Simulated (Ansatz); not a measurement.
# LiF (Fm-3m): G0W0 and the starting functional

```xyz
2
Lattice="0.0000 2.0130 2.0130 2.0130 0.0000 2.0130 2.0130 2.0130 0.0000" Properties=species:S:1:pos:R:3 pbc="T T T"
Li    0.0000    0.0000    0.0000
F     2.0130    2.0130    2.0130
```

Held fixed (Ansatz):

```yaml
datasets: hand-made PAW set at its accurate level
k_mesh: 4×4×4
empty_bands: 105
response_cutoff: 200 eV
frequencies: contour deformation
q_→_0_term: analytic weight of Carrier, Rohra and Görling
band_sums: cut at the band count
```

The gap is read direct at Γ, linearised, between the Kohn-Sham band edges among the points solved. ε∞ is the electronic dielectric constant on this mesh. Wave cutoffs: 1300, 1300 eV in the order of the table.

```json
{"orbitals": "PBE", "KS gap (eV)": "9.08", "G0W0 gap (eV)": "13.50", "ε∞": "2.0"}
{"orbitals": "r²SCAN", "KS gap (eV)": "10.07", "G0W0 gap (eV)": "13.98", "ε∞": "1.9"}
```

The Kohn-Sham gaps spread over 0.99 eV and the G0W0 gaps over 0.49 eV, so the dependence on the start shrinks but stays.

The cell is a model at fixed atoms and needn't be the relaxed known crystal. The PAW or pseudopotential files were made with PBE. The mesh is coarse, so these are values at the stated settings, not converged ones. Band sums or response are cut, so the gap isn't at its basis limit. With r²SCAN or HSE06 the Kohn-Sham levels are generalised ones.
